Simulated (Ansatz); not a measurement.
# BaTiO3: compression at zero temperature

An exercise on one series of results from a longer session: the logs are not shown, and one member is left open.

Program: Ansatz 0.2.0. Level of theory: DFT r2SCAN+U, scalar-relativistic, plane waves, PAW. These are calculated values, not measurements.

## The system as given

The structure is orthorhombic, space group Amm2 (No. 38). The conventional cell has a = 3.983 Å, b = 5.725 Å, c = 5.751 Å, α = 90.00°, β = 90.00°, γ = 90.00°. Ba (site symmetry mm2) has 12 O at 2.79 to 2.96 Å as nearest neighbours. Around Ti (site symmetry mm2) lie 6 O at 1.87 to 2.19 Å. Around O (site symmetry m) lie 2 Ti at 1.87 to 2.19 Å. O (site symmetry mm2) has 2 Ti at 2.00 Å and 4 Ba at 2.79 to 2.96 Å as nearest neighbours.

Structure file:

```cif
data_structure
_symmetry_space_group_name_H-M 'P 1'
_symmetry_Int_Tables_number 1
_cell_length_a 3.9833
_cell_length_b 4.0573
_cell_length_c 4.0573
_cell_angle_alpha 89.745
_cell_angle_beta 90.000
_cell_angle_gamma 90.000
_cell_volume 65.57
loop_
_atom_site_label
_atom_site_type_symbol
_atom_site_fract_x
_atom_site_fract_y
_atom_site_fract_z
_atom_site_occupancy
Ba1 Ba 0.00000 0.00341 0.00341 1
Ti1 Ti 0.50000 0.51850 0.51850 1
O1 O 0.50000 0.97843 0.49135 1
O2 O 0.50000 0.49135 0.97843 1
O3 O 0.00000 0.48820 0.48820 1
```

Source of the structure: the Materials Project (structure only).

Set-up of the first run:

(A quick probe on a coarse mesh, which set the mesh and smearing, is not shown.)

Contents of input.yaml:

```yaml
crystal:
  lattice:
    - [3.98333387, 0.0, 0.0]
    - [0.0, 2.8625951084, 2.875339531]
    - [0.0, -2.8625951084, 2.875339531]
  atoms:
    - { symbol: Ba, position: [0.0, 0.00341385, 0.00341385] }
    - { symbol: Ti, position: [0.5, 0.51850382, 0.51850382] }
    - { symbol: O, position: [0.5, 0.97842567, 0.4913519] }
    - { symbol: O, position: [0.5, 0.4913519, 0.97842567] }
    - { symbol: O, position: [0.0, 0.48820476, 0.48820476] }
basis:
  ecutwfc: 500
kpoints:
  mp_grid: { grid: [6, 6, 6] }
hamiltonian:
  xc: r2scan
  hubbard: { sites: [{ species: Ti, l: d, u_eff: 4.0 }] }
scf:
  occupations: { method: gaussian, width: 0.02 }
output:
  forces: true
  stress: true
  eigenvalues: true
relax:
  adjacent_minimum: "off"
  f_tol: 0.005
  max_steps: 80
  cell: { stress_tol: 0.05 }
```

On the command line:

```sh
> ansatz run input.yaml --threads 1 --pin off --max-ram 2560MiB --backend cpu --events-out ev --progress --plain --runs-dir out
```

Steps of the session up to this table: Full relaxation; Band edges over the zone; Target pressure -1 GPa; The gap over the whole zone at -1 GPa; 1 GPa; The gap over the whole zone at 1 GPa; Target pressure 4 GPa; The gap over the whole zone at 4 GPa; Target pressure 12 GPa; Band edges over the zone at 12 GPa; 25 GPa; Seeking the band edges at 25 GPa; Relaxing at 50 GPa; Band edges over the zone at 50 GPa; Relaxing at 90 GPa; Seeking the band edges at 90 GPa.

One of the session's tables, all rows but one given; the rest of the session is left out.

It belongs to the step «Volume, cell and gap against pressure». Lengths are those of the vectors of the cell that was run:

```
P (GPa)  V (Å³/atom)  a (Å)  b (Å)  c (Å)  ΔH (eV/atom)
     -1        13.05  4.000  4.038  4.038        -0.081
      0        12.94  3.995  4.024  4.024         0.000
      1        12.83  3.991  4.009  4.009         0.080
      4        12.57  3.976  3.976  3.976         0.318
     12            ?      ?      ?      ?             ?
     25        11.50  3.860  3.860  3.860         1.890
     50        10.66  3.764  3.764  3.764         3.616
     90         9.75  3.653  3.653  3.653         6.156
```

Estimate the missing values for P (GPa) = 12.

Worked estimate for «V (Å³/atom)». A straight line through the neighbours (4, 12.57) and (25, 11.50) gives 12.57 + (11.50 − 12.57) × (12 − 4) / (25 − 4) = 12.16; a parabola fitted to 4 rows on both sides gives 12.14.

**Answer.** V (Å³/atom): 12.11; a (Å): 3.926; b (Å): 3.926; c (Å): 3.926; ΔH (eV/atom): 0.934. In «V (Å³/atom)» the line misses by +0.05 and the parabola by +0.03.

ΔH is E + PV over the energy at zero pressure; a, b and c are the vectors of the computed cell.

Limits of these values: Other structures may take over in this range; these runs cannot find them. Warnings in the runs' records: structure snapped to symmetry, stability check not made, seeded moment not kept.
